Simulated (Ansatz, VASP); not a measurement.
## Rh: VASP beside Ansatz

```xyz
1
Lattice="0.0000 1.8901 1.8901 1.8901 0.0000 1.8901 1.8901 1.8901 0.0000" Properties=species:S:1:pos:R:3 pbc="T T T"
Rh    0.0000    0.0000    0.0000
```

Alike in both runs: functional PBEsol; k mesh 14 × 14 × 14; occupations fermi-dirac, width 0.05 eV; collinear spin.

Ansatz relaxed the structure, and its values are those at the end. VASP's run is a single point on that final structure, the one shown.

|  | VASP | Ansatz |
| --- | --- | --- |
| version | VASP 6.6.1 | Ansatz 0.2.0 |
| potentials or method | VASP PAW PBE potentials, release 64 (Rh_pv) | plane waves (420 eV) with PAW, scalar-relativistic |
| plane-wave cutoff (eV) | 520 | 420 |
| valence electrons in the cell | 15 | 17 |

|  | VASP | Ansatz | Ansatz less VASP |
| --- | --- | --- | --- |
| pressure (GPa) | -0.1 | 0.0 | +0.09 |
| net moment per atom (μB) | 0.00 | 0.00 | 0.000 |

With one functional, cell and mesh, what is left measures potentials, basis and numerics. The two sets of potentials don't hold the same shells in valence. Ansatz warned: «pseudo_functional_mismatch».

Caveats: the PAW data sets were made with another functional, which shifts forces and pressure a little (VASP).
